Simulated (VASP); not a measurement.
# Metal contacts to WS2, part 2 of 2

How strongly do Sc, Hf and Zr bind WS2, and where do they put its Fermi level?

VASP 6.6.1, plane waves and PAW; the level of theory is named at each step.

So far: Set-up; Levels of the free sheet, PBE; Relax the metal slab, PBE; Work function of the metal, PBE.

## 5. Relax the contact, PBE

The sheet is set on the slab and relaxes with the two upper layers.

Level: PBE with D3(BJ), no spin polarisation; plane waves and PAW (Hf_sv_GW, W_sv, S).

System, named by how it was started: Hf4WS2 (WS2 on Hf). The cell holds 7 atoms: 4 Hf, 1 W and 2 S. Cell: a = 3.157 Å, b = 3.157 Å, c = 30.521 Å, α = 90.0°, β = 90.0°, γ = 120.0°. It derives from WS2. WS2 on 4 layers of Hf, the metal strained to the sheet. Vacuum lies along c.

Contents of INCAR:

```
SYSTEM = Hf4WS2
PREC = Normal
ENCUT = 330
EDIFF = 1E-05
NELM = 120
ISMEAR = 1
SIGMA = 0.1
LREAL = Auto
ALGO = Fast
GGA = PE
IVDW = 12
NBANDS = 45
LASPH = .TRUE.
LORBIT = 11
LWAVE = .FALSE.
LCHARG = .FALSE.
KPAR = 4
IBRION = 2
NSW = 50
ISIF = 2
EDIFFG = -0.03
POTIM = 0.5
MAXMIX = 40
IDIPOL = 3
LDIPOL = .TRUE.
DIPOL = 0.5 0.5 0.499
```

Contents of POSCAR:

```
Hf4WS2
1.0
    3.1566622800      0.0000000000      0.0000000000
   -1.5783311400      2.7337497260      0.0000000000
    0.0000000000      0.0000000000     30.5213957220
Hf W S
4 1 2
Selective dynamics
Direct
    0.0000000000      0.0000000000      0.2621112110  F F F
    0.3333333330      0.6666666670      0.3458394790  F F F
    0.0000000000      0.0000000000      0.4303262120  T T T
    0.3333333330      0.6666666670      0.5084319020  T T T
    0.3333333330      0.6666666670      0.6485776060  T T T
    0.6666666670      0.3333333330      0.5968944360  T T T
    0.6666666670      0.3333333330      0.7002607760  T T T
```

Contents of KPOINTS:

```
Automatic mesh
0
Gamma
9 9 1
0 0 0
```

The projector-augmented-wave data sets are Hf_sv_GW, W_sv and S (PBE family, release 64).

Launch:

```sh
$ mpirun -np 4 vasp_std
```

Log:

```text
[banner, memory and clock lines left out]
running    4 mpi-ranks, on    1 nodes
[...]
[... a notice as in an earlier step ...]

 LDA part: xc-table for (Slater+PW92), standard interpolation
 POSCAR, INCAR and KPOINTS ok, starting setup
[...]
entering main loop
       N       E                     dE             d eps       ncg     rms          rms(c)
DAV:   1     0.718446409335E+03    0.71845E+03   -0.34686E+04  1368   0.105E+03
DAV:   2    -0.134403245996E+02   -0.73189E+03   -0.72001E+03  1347   0.373E+02
DAV:   3    -0.773478678554E+02   -0.63908E+02   -0.62776E+02  1307   0.114E+02
DAV:   4    -0.796320663003E+02   -0.22842E+01   -0.22503E+01  1448   0.195E+01
[...]
RMM:   8    -0.197156006781E+03    0.71643E+03   -0.26687E+02  1536   0.421E+01    0.171E+02
RMM:   9    -0.189063255683E+03    0.80928E+01   -0.70571E+01  1299   0.207E+01    0.131E+02
RMM:  10    -0.158920671892E+03    0.30143E+02   -0.15863E+01  1391   0.790E+00    0.148E+02
[... 99 further cycles ...]
[...]
RMM: 119    -0.728888693438E+02   -0.12990E-05   -0.62129E-05   864   0.132E-02
   1 F= -.75632027E+02 E0= -.75628456E+02  d E =-.756320E+02
[... from here on, the cycles between the ionic steps are left out ...]
   2 F= -.75675815E+02 E0= -.75671921E+02  d E =-.437879E-01
   4 F= -.75717533E+02 E0= -.75713753E+02  d E =-.321664E-01
   7 F= -.75846418E+02 E0= -.75843849E+02  d E =-.102229E+00
  10 F= -.75948089E+02 E0= -.75945610E+02  d E =-.203900E+00
  13 F= -.76052579E+02 E0= -.76050206E+02  d E =-.260517E-01
  16 F= -.76109338E+02 E0= -.76107108E+02  d E =-.148029E-01
  19 F= -.76133728E+02 E0= -.76130714E+02  d E =-.177602E-01
  22 F= -.76201043E+02 E0= -.76197653E+02  d E =-.673158E-01
  25 F= -.76251777E+02 E0= -.76248181E+02  d E =-.118050E+00
  28 F= -.76262899E+02 E0= -.76258261E+02  d E =-.382508E-02
  31 F= -.76264978E+02 E0= -.76260529E+02  d E =-.173762E-02
  34 F= -.76265257E+02 E0= -.76260708E+02  d E =-.252419E-03
  37 F= -.76265678E+02 E0= -.76261167E+02  d E =-.926526E-04
  40 F= -.76266566E+02 E0= -.76262087E+02  d E =-.980845E-03
  43 F= -.76266888E+02 E0= -.76262309E+02  d E =-.305750E-03
  44 F= -.76266950E+02 E0= -.76262356E+02  d E =-.368314E-03
  45 F= -.76267083E+02 E0= -.76262458E+02  d E =-.501315E-03
[...]
reached required accuracy - stopping structural energy minimisation
```

Run time: 11 min. Hardware: 4 MPI ranks of Intel Xeon Platinum 8259CL at 2.50GHz (Skylake/Cascade Lake), shared host; peak memory 0.9 GiB; 43 min of CPU time.

OUTCAR, selected parts (step 5):

```text
 Edisp (eV)   -2.90356

 Edisp (eV)   -2.90381

  Total       0.20472     0.20472    -2.98642     0.00000     0.00000    -0.00000
  in kB       1.24531     1.24531   -18.16646     0.00000     0.00000    -0.00000
  external pressure =       -5.23 kB  Pullay stress =        0.00 kB

 POSITION                                       TOTAL-FORCE (eV/Angst)
 -----------------------------------------------------------------------------------
      0.00000      0.00000      8.00000         0.000000      0.000000      0.667128
     -0.00000      1.82250     10.55550         0.000000     -0.000000     -0.682234
      1.57833      2.73375     13.12415        -0.000000     -0.000000      0.010255
     -0.00000      1.82250     15.59201         0.000000     -0.000000      0.024589
     -0.00000      1.82250     19.11129         0.000000     -0.000000     -0.028905
      1.57833      0.91125     17.39070        -0.000000     -0.000000      0.003376
      1.57833      0.91125     20.66301        -0.000000     -0.000000      0.005791
 -----------------------------------------------------------------------------------
    total drift:                                0.000012      0.000025      0.006043

  FREE ENERGIE OF THE ION-ELECTRON SYSTEM (eV)
  ---------------------------------------------------
  free  energy   TOTEN  =       -76.2670831830 eV

  energy  without entropy=      -76.2532086058  energy(sigma->0) =      -76.26245832

[... 2 parts as in an earlier step ...]

[... 2 further parts left out ...]
[key lines of the parts left out:]
E-fermi :   2.6847
```

Numbers from this step:

- energy(sigma→0) of the program: -76.2625 eV
- ionic steps: 45

## 6. Levels of the contact, PBE

The shift of the core potential in the sheet carries its free levels over.

Level: PBE with D3(BJ), no spin polarisation; plane waves and PAW (Hf_sv_GW, W_sv, S).

Contents of INCAR:

```
SYSTEM = Hf4WS2
PREC = Normal
ENCUT = 330
EDIFF = 1E-06
NELM = 120
ISMEAR = 1
SIGMA = 0.1
LREAL = .FALSE.
ALGO = Fast
GGA = PE
IVDW = 12
NBANDS = 56
LASPH = .TRUE.
LORBIT = 11
LWAVE = .FALSE.
LCHARG = .TRUE.
KPAR = 4
IDIPOL = 3
LDIPOL = .TRUE.
DIPOL = 0.5 0.5 0.489
LVHAR = .TRUE.
LVACPOTAV = .TRUE.
NEDOS = 1500
```

Contents of POSCAR:

```
Hf4WS2
1.0
    3.1566622800      0.0000000000      0.0000000000
   -1.5783311400      2.7337497260      0.0000000000
    0.0000000000      0.0000000000     30.5213957220
Hf W S
4 1 2
Selective dynamics
Direct
    0.0000000000      0.0000000000      0.2621112110  F F F
    0.3333333330      0.6666666670      0.3458394790  F F F
    0.0000000000      0.0000000000      0.4299982489  T T T
    0.3333333330      0.6666666670      0.5108551702  T T T
    0.3333333330      0.6666666670      0.6261602904  T T T
    0.6666666670      0.3333333330      0.5697870280  T T T
    0.6666666670      0.3333333330      0.6770009098  T T T
```

Contents of KPOINTS:

```
Automatic mesh
0
Gamma
12 12 1
0 0 0
```

Launch:

```sh
$ mpirun -np 4 vasp_std
```

Log:

```text
[banner, memory and clock lines left out]
running    4 mpi-ranks, on    1 nodes
[...]
LDA part: xc-table for (Slater+PW92), standard interpolation
 POSCAR, INCAR and KPOINTS ok, starting setup
[...]
entering main loop
       N       E                     dE             d eps       ncg     rms          rms(c)
DAV:   1     0.671042634640E+03    0.67104E+03   -0.33858E+04  2584   0.844E+02
DAV:   2    -0.203394941040E+02   -0.69138E+03   -0.67177E+03  2568   0.313E+02
DAV:   3    -0.786730672998E+02   -0.58334E+02   -0.57429E+02  2568   0.930E+01
DAV:   4    -0.803054244645E+02   -0.16324E+01   -0.16228E+01  2824   0.155E+01
[...]
RMM:   8    -0.216681602572E+03    0.24269E+04   -0.14672E+02  3452   0.308E+01    0.110E+02
RMM:   9    -0.121225842762E+03    0.95456E+02   -0.57462E+01  3191   0.160E+01    0.786E+01
RMM:  10    -0.805930088423E+02    0.40633E+02   -0.54853E+00  3084   0.564E+00    0.499E+01
[... 93 further cycles ...]
RMM: 104    -0.733769691892E+02    0.24689E-04   -0.72907E-06  2867   0.604E-03    0.936E-02
RMM: 105    -0.733769662407E+02    0.29485E-05   -0.35619E-06  2437   0.488E-03    0.876E-02
RMM: 106    -0.733768588211E+02    0.10742E-03   -0.11143E-04  3403   0.261E-02    0.105E-01
RMM: 107    -0.733768685312E+02   -0.97101E-05   -0.95762E-06  2841   0.874E-03    0.913E-02
[...]
RMM: 111    -0.733768147694E+02   -0.55850E-05   -0.20825E-06  2245   0.323E-03    0.749E-03
RMM: 112    -0.733768161075E+02   -0.13381E-05   -0.36452E-07  1572   0.160E-03    0.650E-03
RMM: 113    -0.733768170171E+02   -0.90959E-06   -0.11544E-07  1303   0.978E-04
 [... a notice as in an earlier step ...]

   1 F= -.76280627E+02 E0= -.76281155E+02  d E =0.158283E-02
```

Wall time 4.3 min (4 MPI ranks); peak memory 1.1 GiB.

OUTCAR, selected parts (step 6):

```text
 Edisp (eV)   -2.90381

  Total       0.20901     0.20901    -3.07871     0.00000     0.00000    -0.00000
  in kB       1.27140     1.27140   -18.72786     0.00000     0.00000    -0.00000
  external pressure =       -5.40 kB  Pullay stress =        0.00 kB

 POSITION                                       TOTAL-FORCE (eV/Angst)
 -----------------------------------------------------------------------------------
      0.00000      0.00000      8.00000        -0.000000      0.000000      0.721791
     -0.00000      1.82250     10.55550         0.000000      0.000000     -0.704007
      0.00000      0.00000     13.12415        -0.000000     -0.000000     -0.036980
     -0.00000      1.82250     15.59201         0.000000      0.000000      0.056795
     -0.00000      1.82250     19.11129        -0.000000     -0.000000     -0.078808
      1.57833      0.91125     17.39070        -0.000000      0.000000      0.016393
      1.57833      0.91125     20.66301        -0.000000      0.000000      0.024818
 -----------------------------------------------------------------------------------
    total drift:                                0.000014      0.000023      0.004486

  FREE ENERGIE OF THE ION-ELECTRON SYSTEM (eV)
  ---------------------------------------------------
  free  energy   TOTEN  =       -76.2806274406 eV

  energy  without entropy=      -76.2822102722  energy(sigma->0) =      -76.28115505

[... 1 part as in an earlier step ...]

[... 2 further parts left out ...]
[key lines of the parts left out:]
E-fermi :   2.6864
```

Read from the output:

| Quantity | Value |
| --- | --- |
| energy(sigma→0) of the program | -76.2812 eV |
| work function, upper and lower side | 4.34, 4.39 eV |

VASP warns that it found no field-free region by its own threshold; the planar potential, read 60 % of the way from the top atom to the cell's edge, stands at 4.34 eV above the Fermi level.

## 7. Free sheet on the mesh of the contact, PBE

The binding energy needs the sheet at the mesh and smearing of the contact.

Level: PBE with D3(BJ), no spin polarisation; plane waves and PAW (W_sv, S).

System, named by how it was started: 2H-WS2 monolayer. The cell holds 3 atoms: 1 W and 2 S. Cell: a = 3.157 Å, b = 3.157 Å, c = 22.000 Å, α = 90.0°, β = 90.0°, γ = 120.0°. It derives from WS2 (2H-WS2 monolayer), repeated 1×1×1. Vacuum lies along c.

Contents of INCAR:

```
SYSTEM = WS2
PREC = Normal
ENCUT = 330
EDIFF = 1E-05
NELM = 120
ISMEAR = 1
SIGMA = 0.1
LREAL = Auto
ALGO = Fast
GGA = PE
IVDW = 12
NBANDS = 19
LASPH = .TRUE.
LMAXMIX = 4
LORBIT = 11
LWAVE = .FALSE.
LCHARG = .FALSE.
KPAR = 4
IDIPOL = 3
LDIPOL = .TRUE.
DIPOL = 0.5 0.5 0.5
```

Contents of POSCAR:

```
WS2
1.0
    3.1566622800      0.0000000000      0.0000000000
   -1.5783311400      2.7337497257      0.0000000000
    0.0000000000      0.0000000000     22.0000000000
W S
1 2
Direct
    0.3333333333      0.6666666667      0.5000000000
    0.6666666667      0.3333333333      0.4282980689
    0.6666666667      0.3333333333      0.5717019311
```

Contents of KPOINTS:

```
Automatic mesh
0
Gamma
9 9 1
0 0 0
```

Potentials, in the order of the species: W_sv and S (PBE family, release 64).

Launch:

```sh
$ mpirun -np 4 vasp_std
```

Log:

```text
[banner, memory and clock lines left out]
running    4 mpi-ranks, on    1 nodes
[...]
[... a notice as in an earlier step ...]

 LDA part: xc-table for (Slater+PW92), standard interpolation
 POSCAR, INCAR and KPOINTS ok, starting setup
[...]
entering main loop
       N       E                     dE             d eps       ncg     rms          rms(c)
DAV:   1     0.151638645277E+03    0.15164E+03   -0.11514E+04   552   0.771E+02
DAV:   2    -0.118021989977E+02   -0.16344E+03   -0.15947E+03   594   0.222E+02
DAV:   3    -0.248406972938E+02   -0.13038E+02   -0.12988E+02   661   0.625E+01
DAV:   4    -0.250247269362E+02   -0.18403E+00   -0.18376E+00   588   0.858E+00
[...]
RMM:  17    -0.236582807870E+02   -0.26123E-04   -0.93999E-06   352   0.168E-02    0.553E-03
RMM:  18    -0.236583119275E+02   -0.31140E-04   -0.18269E-06   318   0.813E-03    0.978E-04
RMM:  19    -0.236583202446E+02   -0.83171E-05   -0.66827E-07   269   0.563E-03
   1 F= -.24590259E+02 E0= -.24590309E+02  d E =0.151584E-03
```

The job ended after 6.6 s (4 MPI ranks; peak memory 0.61 GiB).

From OUTCAR (step 7):

```text
 Edisp (eV)   -0.93194

  Total       0.00239     0.00239    -0.09857     0.00000     0.00000     0.00000
  in kB       0.02014     0.02014    -0.83183     0.00000     0.00000     0.00000
  external pressure =       -0.26 kB  Pullay stress =        0.00 kB

 POSITION                                       TOTAL-FORCE (eV/Angst)
 -----------------------------------------------------------------------------------
     -0.00000      1.82250     11.00000        -0.000000      0.000000      0.000000
      1.57833      0.91125      9.42256        -0.000000     -0.000000     -0.008466
      1.57833      0.91125     12.57744         0.000000      0.000000      0.008466
 -----------------------------------------------------------------------------------
    total drift:                                0.000003     -0.000002     -0.000000

  FREE ENERGIE OF THE ION-ELECTRON SYSTEM (eV)
  ---------------------------------------------------
  free  energy   TOTEN  =       -24.5902587898 eV

  energy  without entropy=      -24.5904103738  energy(sigma->0) =      -24.59030932

[... 1 part as in an earlier step ...]

[... 2 further parts left out ...]
[key lines of the parts left out:]
E-fermi :  -2.0608
```

Read from the output:

```
energy(sigma→0) of the program : -24.5903 eV
```

## 8. All members

The other members went through these steps as far as the tables show, with one cutoff, energies on the coarser mesh and levels on the finer; 11 runs are not shown, of which 1 ended short or failed. The session took 2.8 core hours (wall time by ranks) on a shared machine.

The sheet's edges are those of the free sheet, carried over by the core potential of W. Gap of the free sheet: 1.94 eV. Metals are cut along their close-packed face. Distance: mean height of the sheet's lower layer over the top metal layer; binding: contact less relaxed slab and free sheet, by cell area. Atoms of the sheet's lower layer that start on top of a surface metal atom: Sc 0 of 1, Hf 0 of 1, Zr 0 of 1.

```csv
metal,strain against the database cell (%),distance (Å),binding energy (meV/Å²),work function of the metal (eV),work function with the sheet (eV),Fermi level above the sheet's valence top or Dirac point (eV),sheet's conduction bottom or Dirac point above the Fermi level (eV)
Sc,-4.66,1.83,-161.52,3.61,4.20,1.42,0.51
Hf,-1.47,1.80,-149.66,4.40,4.34,1.20,0.74
Zr,-2.26,1.80,-155.56,4.22,4.34,1.20,0.74
```

## 9. Outcome

| Property | Result |
| --- | --- |
| strongest binding | Sc, -162 meV/Å² at 1.83 Å |
| weakest binding | Hf, -150 meV/Å² at 1.80 Å |

What this shows: Over these few metals the level falls by 0.31 eV for each eV of work function; 1 would be the Schottky-Mott limit and 0 full pinning. So few points fix the slope poorly. A second line-up, by the vacuum level above the sheet, differs from the one by core potentials by up to 0.11 eV, and meshes were not tested, so closer ranks of barriers, and of binding within a few meV/Å², are ties. The lowest electron barrier is at Sc (0.51 eV). Barriers rest on a semilocal gap, which is too small for a free sheet. Spin-orbit coupling, which splits and raises the valence top of this sheet, is left out. On Sc, Hf and Zr the sheet sits closer than 2.55 Å; there its bands mix with the metal's, and levels carried over from the free sheet are a guide only. The distances that sort contacts in this text are picked. One registry and four metal layers were run for each, strained as the table shows; another registry can bind at another distance.

[Lines on the potential files, build, host, timing and source positions are cut from VASP's logs without a mark.]

[Logs are printed without paths, hosts, clocks, repeated set-up lines and the standing remarks that a program may print on its own settings, such as how far it seeks lower states.]

[Hosts, paths, dates, database ids (printed as entryN), source tags and the programs' standing remarks are cut or masked in the printed files.]
